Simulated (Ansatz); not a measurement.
# AgCl (Fm-3m): zone-centre phonons and dielectric response

Perturbation theory with PBEsol in the plane-wave code Ansatz on the PBEsol cell, ground state and force constants on a 6×6×6 mesh. (Simulation; spin polarisation is off.)

Space group Fm-3m (No. 225), cubic; conventional cell a = 5.448 Å, 20.21 Å³ an atom. Ag has 6 Cl at 2.72 Å; Cl has 6 Ag at 2.72 Å.

```cif
data_structure
_symmetry_space_group_name_H-M 'Fm-3m'
_symmetry_Int_Tables_number 225
_cell_length_a 5.4476
_cell_length_b 5.4476
_cell_length_c 5.4476
_cell_angle_alpha 90.000
_cell_angle_beta 90.000
_cell_angle_gamma 90.000
_cell_volume 161.66
loop_
_atom_site_label
_atom_site_type_symbol
_atom_site_symmetry_multiplicity
_atom_site_Wyckoff_symbol
_atom_site_fract_x
_atom_site_fract_y
_atom_site_fract_z
_atom_site_occupancy
Ag1 Ag 4 a 0.00000 0.00000 0.00000 1
Cl1 Cl 4 b 0.50000 0.00000 0.00000 1
```

Optical modes without the longitudinal term:
```json
{"ω (cm⁻¹)": "116", "degeneracy": "3", "IR intensity, summed over the level ((D/Å)²/amu)": "5.26"}
```

The optical mode at Γ lies at 116 cm⁻¹ without the longitudinal term. With the long-range field the highest mode reaches 174 cm⁻¹.

The electronic dielectric tensor ε∞ is 5.52 in all directions. With the ions relaxed, ε⁰ is 12.4 in all directions. Born charges, averaged over directions: Ag +1.42, Cl -1.42 e.

With one polar mode in a cubic crystal the Lyddane-Sachs-Teller relation applies: (ω_LO/ω_TO)² = (173.6/115.8)² = 2.249, and ε⁰/ε∞ = 12.422/5.524 = 2.249. The refractive index √ε∞ is 2.35.

For comparison, on the r2SCAN cell the mean ε∞ is 4.52 with r2SCAN (ground state on 6×6×6; least gap 1.48 eV), 5.10 with PBE (ground state on 6×6×6; least gap 0.91 eV).

The runs are scalar-relativistic, without spin-orbit coupling.
